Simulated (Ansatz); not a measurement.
**BAs under changes of volume**

One of the cells (17.033 Å³/atom); the others are scaled copies at fixed shape and fractional positions:

```xyz
2
Lattice="0.0000 2.5729 2.5729 2.5729 0.0000 2.5729 2.5729 2.5729 0.0000" Properties=species:S:1:pos:R:3 pbc="T T T"
As    3.8594    3.8594    3.8594
B     0.0000    0.0000    0.0000
```

```yaml
Program: Ansatz 0.2.0
Functional: RPBE
Dispersion: D3(BJ)-ATM
Potentials_or_basis: Ansatz PAW earlier set
Cutoff: "710 eV (not typed: the program's choice for these potentials)"
k_mesh: 10 × 10 × 10
Occupations: gaussian, width 0.1 eV
Spin: no spin polarisation
```

| volume (Å³/atom) | energy over the lowest point (meV/atom) | pressure (GPa) | gap on the mesh (eV) |
| --- | --- | --- | --- |
| 16.011 | 0.00 | -22.9 | 1.38 |
| 16.351 | 49.18 | -23.4 | 1.40 |
| 16.692 | 99.44 | -23.9 | 1.42 |
| 17.033 | ? | ? | ? |
| 17.373 | 204.11 | -25.4 | 1.45 |
| 17.714 | 258.99 | -26.2 | 1.39 |
| 18.055 | 315.50 | -26.9 | 1.30 |

Q: What does the run at 17.033 Å³/atom give?

A: Energy over the lowest point 150.98 meV/atom; pressure -24.6 GPa; gap on the mesh 1.44 eV.

Worked out: A Birch-Murnaghan fit of order 3 (a polynomial in V^(-2/3)) to the other rows has no minimum within the range. It gives 151.12 meV/atom at 17.033 Å³/atom, against the run's 150.98, and -dE/dV = -24.6 GPa, against -24.6. A parabola through the other rows of the gap, of slope -0.493 eV per unit of ln V there, gives 1.44 eV, against the run's 1.44.

Energies are extrapolated to zero smearing.

Caveats: the PAW data sets come from PBE, with cores solved anew for the run's functional, which leaves a small shift of forces and pressure.

A mesh can miss the band edges. Spin-orbit coupling on As is left out.
